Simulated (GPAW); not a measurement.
TaN, 2 atoms in the cell. It takes space group Fm-3m (No. 225, cubic). Conventional cell: a = 4.423 Å, b = 4.423 Å, c = 4.423 Å, α = 90.00°, β = 90.00°, γ = 90.00°. Ta (site symmetry m-3m) is surrounded by 6 N at 2.21 Å. Around N (site symmetry m-3m) lie 6 Ta at 2.21 Å. The cell comes from a database or a generator and needn't be the stable form of this composition.

```yaml
Program: GPAW 26.7.0
Task: band structure
Functional: optB88-vdW
Potentials_or_basis: GPAW PAW data sets (gpaw-data 1.2.1)
Cutoff: 800 eV
Basis: pw
k_mesh: 8 × 8 × 8
Occupations: fermi-dirac, width 0.05 eV
Spin: spin-orbit coupling, no magnetisation
Maxiter: 150
older_calculator_legacy_gpaw: yes
Band_path: GXWKGLUWLK,UX
Band_points: 80
spin_axis_theta_degrees: 0
spin_axis_phi_degrees: 0
Soc_after_scf: second variation
```

Potentials or basis: GPAW PAW data sets (gpaw-data 1.2.1), pw.

The run is started by

```console
$ OMP_NUM_THREADS=1 python run.py
```

Hardware: 1 thread of Arm Neoverse V1, with other jobs on the host.

Task: Estimate the wall time of this run.

Result: Wall time 40 s on 1 thread of Arm Neoverse V1, with other jobs on the host, peak memory 0.29 GiB. Counts: scf iterations 16.
